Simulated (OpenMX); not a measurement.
CuO:

```
Cu O
1.0
     0.00000    2.11656    2.11656
     2.11656    0.00000    2.11656
     2.11656    2.11656    0.00000
Cu O
1 1
Direct
  0.02950 0.02810 0.90803
  0.47050 0.47190 0.59197
```

The cell comes from a database or a generator and needn't be the stable form of this composition.

The cell isn't the ideal one: atom 2 moved 0.45 Å.

Base run:

| Property | Result |
| --- | --- |
| Program | OpenMX 3.8.5 |
| Functional | LDA |
| Potentials or basis | OpenMX 2013 LDA set, Cu6.0H-s3p2d2, O6.0-s2p2d1, grid cutoff 500 Ry |
| k mesh | 11 × 11 × 11 |
| Occupations | fermi-dirac, width 0.05 eV |
| Spin | no spin polarisation |

Its results: pressure 5.2 GPa; largest force 1.022 eV/Å.

Task: The run is repeated on the same cell with these changes: functional from LDA to PBE; potentials or basis from OpenMX 2013 LDA set, Cu6.0H-s3p2d2, O6.0-s2p2d1, grid cutoff 500 Ry to OpenMX 2013 PBE set, Cu6.0H-s3p2d2, O6.0-s2p2d1, grid cutoff 500 Ry. What comes out?

Result: Pressure 22.8 GPa; largest force 1.362 eV/Å.

Caveats: the basis of atomic orbitals isn't converged, which shifts pressures, moduli and gaps; an odd number of electrons without spin polarisation forces a metal; a magnetic or distorted state may lie lower; the run has no spin polarisation, though such a crystal can be magnetic; so large a pressure means that the cell lies far from this level's equilibrium, or that cutoff or potentials fall short (some runs).
